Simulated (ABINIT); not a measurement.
Write the native input for ABINIT 10.8.3 (patched build) that does the following.

```yaml
Task: single point
Functional: PBE
Potentials_or_basis: JTH PAW PBE v2.0
Cutoff: 626 eV
k_mesh: 11 × 11 × 6
Occupations: fermi-dirac, width 0.05 eV
Spin: collinear spin, ferromagnetic start
Starting_moments: "[3.0, 3.0] μB"
Fine-grid_cutoff: 1224.51 eV
Exchange_and_correlation_inside_the_PAW_spheres: full angular mesh (pawxcdev 0, this build's default; the released program takes 1)
```

The system is Cr.

```
Cr
1.0
     2.71400    0.00000    0.00000
    -1.35700    2.35039    0.00000
     0.00000    0.00000    4.41000
Cr
2
Cartesian
  1.3866 0.7851 3.2815
  0.0005 1.5516 1.1229
```

This isn't the form of Cr at room conditions, which is bcc.

The cell isn't the ideal one: atoms moved at random, drawn with an rms of 0.05 Å.

These files were run (other wordings do the same):

run.abi

```
pp_dirpath "./"
pseudos "Cr.GGA_PBE-JTH.xml"

acell 3*1.0
rprim
     5.1287167022     0.0000000000     0.0000000000
    -2.5643583511     4.4415989530     0.0000000000
     0.0000000000     0.0000000000     8.3336922096
ntypat 1
znucl 24
natom 2
typat 1 1
xred
     0.6779190000     0.3340110000     0.7440990000
     0.3302660000     0.6601540000     0.2546310000
chkprim 0
chksymtnons 0
tolsym 1.0e-6

ecut 23.0
pawecutdg 45.0

kptopt 1
ngkpt 11 11 6
nshiftk 1
shiftk 0.0 0.0 0.0

ixc 11

nband 20
occopt 3
tsmear 0.05 eV

nsppol 2
spinat
     0.0000000000     0.0000000000     3.0000000000
     0.0000000000     0.0000000000     3.0000000000

nstep 100
tolvrs 1.0e-9

iomode 3
prtwf 0
prteig 0
prtebands 0
enunit 2
prtden 1
prtvha 1
prtvclmb 1
prtpot 1
```

Potentials or basis: JTH PAW PBE v2.0.

The run is started by

```sh
$ abinit run.abi > log 2>&1
```

It gave:

* Pressure: -25.0 GPa
* Largest force: 0.122 eV/Å
* Band gap on the k mesh: none (metal or under the smearing width)
* Net moment: 1.81 μB per cell
* Site moments: Cr +0.79 μB
* Valence electrons inside the program's atomic spheres: Cr 12.01 (radii [1.1156] Å)

It took 25 min on 1 thread of Intel(R) Xeon(R) Processor @ 2.50GHz (Skylake/Cascade Lake) (shared host), peak memory 0.46 GiB.
